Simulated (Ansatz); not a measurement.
# Si (hcp type): the cost of one run

Program: Ansatz 0.2.0. Level of theory: DFT PBE, with the methods named in each step. These are calculated values, not measurements.

This is Si in the hcp structure; at room conditions it is diamond.

## (1) The system as given

The structure is hexagonal, space group P6_3/mmc (No. 194). Conventional cell: a = 2.714 Å, b = 2.714 Å, c = 4.499 Å, α = 90.00°, β = 90.00°, γ = 120.00°. Si (site symmetry -6m2) is surrounded by 12 Si at 2.71 to 2.74 Å.

Structure file:

```cif
data_structure
_symmetry_space_group_name_H-M 'P6_3/mmc'
_symmetry_Int_Tables_number 194
_cell_length_a 2.7140
_cell_length_b 2.7140
_cell_length_c 4.4991
_cell_angle_alpha 90.000
_cell_angle_beta 90.000
_cell_angle_gamma 120.000
_cell_volume 28.70
loop_
_atom_site_label
_atom_site_type_symbol
_atom_site_symmetry_multiplicity
_atom_site_Wyckoff_symbol
_atom_site_fract_x
_atom_site_fract_y
_atom_site_fract_z
_atom_site_occupancy
Si1 Si 2 c 0.33333 0.66667 0.25000 1
```

The file gives the conventional cell by its symmetry; the runs use the cell typed in the input.

Whether this phase is the stable one at these pressures isn't tested.

Atoms are numbered in the order of the input: Si1, Si2.

## (2) The reference volume, LAPW

The input, input.yaml:

```yaml
crystal:
  lattice:
    - [2.7139612755, 0.0, 0.0]
    - [-1.3569806378, 2.3503594094, 0.0]
    - [0.0, 0.0, 4.4990845859]
  atoms:
    - { symbol: Si, position: [0.3333333333, 0.6666666667, 0.25] }
    - { symbol: Si, position: [0.6666666667, 0.3333333333, 0.75] }
kpoints:
  mp_grid: { grid: [17, 17, 9] }
  band_path:
    path:
      - [0.0, 0.0, 0.0]
      - [0.5, 0.0, 0.0]
      - [0.3333333333, 0.3333333333, 0.0]
      - [0.0, 0.0, 0.0]
      - [0.0, 0.0, 0.5]
      - [0.5, 0.0, 0.5]
      - [0.3333333333, 0.3333333333, 0.5]
      - [0.0, 0.0, 0.5]
      - [0.5, 0.0, 0.5]
    npoints: 14
scf:
  occupations: { method: fermi_dirac, width: 0.08 }
hamiltonian:
  xc: pbe
  pseudopotentials: { kind: all_electron, lapw: { basis_error: 0.001 } }
output:
  forces: true
  stress: true
  eigenvalues: true
  populations: true
  dos: { projected: true, de: 0.2, e_range: [-14, 8] }
```

Launch:

```sh
> ansatz run input.yaml --threads 1 --pin off --max-ram 2048MiB --backend cpu --events-out ev --progress --plain --runs-dir out
```

Q: Estimate wall time and peak memory on 1 thread of Arm Neoverse V2, shared host.

About 9.7 s, with a peak of 0.29 GiB.
